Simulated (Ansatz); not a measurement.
InPd:

```
In Pd
1.0
     3.27188    0.00000    0.00000
     0.00000    3.27188    0.00000
     0.00000    0.00000    3.27188
In Pd
1 1
Direct
  0.00000 0.00000 0.00000
  0.50000 0.50000 0.50000
```

The cell comes from a database or a generator and needn't be the stable form of this composition.

Base run:

* Program: Ansatz 0.2.0
* Functional: RPBE
* Potentials or basis: all-electron LAPW, scalar-relativistic
* Cutoff: 250 eV (chosen from the basis error)
* Basis error allowed: 0.001 eV/atom
* k mesh: 8 × 8 × 8
* Occupations: fermi-dirac, width 0.05 eV
* Spin: no spin polarisation

Its results: pressure 7.1 GPa.

Task: The run is repeated on the same cell with these changes: functional from RPBE to BLYP. What comes out?

Result: Pressure 11.4 GPa.
